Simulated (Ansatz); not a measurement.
## A series in volume scale on ZrC

All results are calculated (Ansatz 0.2.0). Periodic Kohn-Sham DFT of a crystal at fixed atoms, scaled to volume_scale times the given cell; pressure positive in compression, energy less spherical unpolarised free atoms, largest_vzz the field gradient of largest size among the nuclei.

The cell before it is scaled or strained (space group Fm-3m, No. 225):
```
CELL_PARAMETERS angstrom
0.00000 2.35020 2.35020
2.35020 0.00000 2.35020
2.35020 2.35020 0.00000
ATOMIC_POSITIONS crystal
Zr 0.50000 0.50000 0.50000
C 0.00000 0.00000 0.00000
```

Settings of every row: method all-electron LAPW; functional PBE; relativity scalar; k mesh 15x15x15; filling fermi-dirac; smearing width 0.05 eV; basis error target 0.5 meV/atom; nucleus gaussian.

Atom start moment: 0 on all atoms.

| row | volume scale | V (Å³/atom) | energy less free atoms (eV/atom) | pressure (GPa) |
| --- | --- | --- | --- | --- |
| 1 | 0.96 | 12.462 | -9.1052 | 11.298 |
| 2 | 0.98 | 12.722 | -9.1191 | 6.013 |
| 3 | 1 | 12.981 | ? | ? |
| 4 | 1.02 | 13.241 | -9.1234 | -3.085 |
| 5 | 1.04 | 13.5 | -9.1152 | -6.993 |

Question: what energy less free atoms and pressure should row 3 give?

Worked fit of energy less free atoms. Take u = (V_r/V)^(2/3) − 1 with V_r = 12.982 Å³ an atom, which is twice the finite (Eulerian) strain; such expansions in the strain, on which the Birch-Murnaghan equation of state is built, carry the rest volume and the bulk modulus. The shown rows have u = 0.02763, 0.01358, -0.01308, -0.02575. Least squares give energy less free atoms = −9.12492 + 0.1493 × u + 20.44 × u² eV/atom; a straight line predicts inner rows, each left out in turn, worse (root mean square 0.0084 against 5.8e-05 eV/atom). All shown rows lie on it to the printed digit. Its lowest point lies at u = -0.0037, or V = 13.05 Å³ an atom, and the curvature there gives the bulk modulus at fixed shape and fractions, B = (4/9)(1 + u)² E″(u)/V = 221 GPa. The withheld row has u = 5e-05, so the fit gives −9.12492 + 0.1493 × (5e-05) + 20.44 × (5e-05)² = -9.1249 eV/atom.

The calculation gave -9.125 eV/atom. The fit lies 0.0001 eV/atom (0.51 % of the column's range) above it, one unit of the last digit.

Worked fit of pressure. Take u = (V_r/V)^(2/3) − 1 with V_r = 12.982 Å³ an atom, which is twice the finite (Eulerian) strain; such expansions in the strain, on which the Birch-Murnaghan equation of state is built, carry the rest volume and the bulk modulus. The shown rows have u = 0.02763, 0.01358, -0.01308, -0.02575. Least squares give pressure = 1.2282 + 341.019 × u + 846.6 × u² GPa; a straight line predicts inner rows, each left out in turn, worse (root mean square 0.35 against 0.0061 GPa). The rows lie off it by 0.001, -0.002, 0.002, -0.001. The pressure vanishes at u = -0.0036, or V = 13.05 Å³ an atom, and there the bulk modulus at fixed shape and fractions is B = −V dP/dV = (2/3)(1 + u) dP/du = 222 GPa. The withheld row has u = 5e-05, so the fit gives 1.2282 + 341.019 × (5e-05) + 846.6 × (5e-05)² = 1.245 GPa.

The calculation gave 1.235 GPa. The fit lies 0.010 GPa (0.055 % of the column's range) above it; its largest miss of a shown row is 0.002 GPa.
